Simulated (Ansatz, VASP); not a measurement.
# PbO2 in VASP and in Ansatz

```
CELL_PARAMETERS angstrom
0.00000 2.70199 2.70199
2.70199 0.00000 2.70199
2.70199 2.70199 0.00000
ATOMIC_POSITIONS crystal
Pb 0.00000 0.00000 0.00000
O 0.25000 0.25000 0.25000
O 0.75000 0.75000 0.75000
```

Alike in both runs: task single point; functional r2SCAN; k mesh 6 × 6 × 6; occupations gaussian, width 0.1 eV; no spin polarisation.

```csv
,VASP,Ansatz
version,VASP 6.6.1,Ansatz 0.2.0
potentials or method,"VASP PAW PBE potentials, release 64 (Pb_d, O)","scalar-relativistic, plane waves, PAW"
plane-wave cutoff (eV),520,500
valence electrons in the cell,26,26
```

Ansatz gave:

```
gap on the k mesh at the Fermi level (eV) : none
pressure (GPa)                            : -7.1
```

Task: Estimate VASP's values.

Result: gap on the k mesh at the Fermi level (eV): none; pressure (GPa): -6.1.

A gap of «none» marks a metal or a gap that the smearing closes.

Caveats: the PAW data sets were made with another functional, which shifts forces and pressure a little (VASP). The runs have no spin-orbit coupling, so splittings on Pb are missing.
